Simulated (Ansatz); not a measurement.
This run works on a proposed trial structure, not on a known crystal.

Input and command of a plane-wave DFT calculation in Ansatz:

```yaml
crystal:
  lattice:
    - [-2.8376008647, 2.8376008647, 5.6715459595]
    - [2.8376008647, -2.8376008647, 5.6715459595]
    - [2.8376008647, 2.8376008647, -5.6715459595]
  atoms:
    - { symbol: Si, position: [0.0, 0.0, 0.0] }
    - { symbol: Si, position: [0.75, 0.25, 0.5] }
    - { symbol: Ge, position: [0.6339473034, 0.625, 0.5089473034] }
    - { symbol: Ge, position: [0.5, 0.5, 0.0] }
    - { symbol: Ge, position: [0.1160526966, 0.125, 0.4910526966] }
    - { symbol: Ge, position: [0.375, 0.8839473034, 0.0089473034] }
    - { symbol: Ge, position: [0.875, 0.3660526966, 0.9910526966] }
    - { symbol: Ge, position: [0.25, 0.75, 0.5] }
basis:
  ecutwfc: 420
kpoints:
  mp_grid: { grid: [10, 10, 10] }
hamiltonian:
  xc: pbe
scf:
  occupations: { method: gaussian, width: 0.02 }
output:
  forces: true
  stress: true
  eigenvalues: true
relax:
  adjacent_minimum: "off"
  f_tol: 0.01
  max_steps: 80
  cell: { stress_tol: 0.05 }
```

```bash
ansatz run input.yaml --threads 1 --pin off --max-ram 2304MiB --backend cpu --events-out ev --progress --plain --runs-dir out
```

Processor: Intel(R) Xeon(R) Processor @ 2.30GHz, 1 thread, on a host shared with other jobs.

**Question.** How long does it run, and how much memory does it take?

**Answer.** About 4 min, peak memory 1 GiB. It solves 56 bands at 102 k points (after reduction by symmetry) with about 3571 plane waves (on the last cell), in 18 SCF iterations over 3 ionic steps.
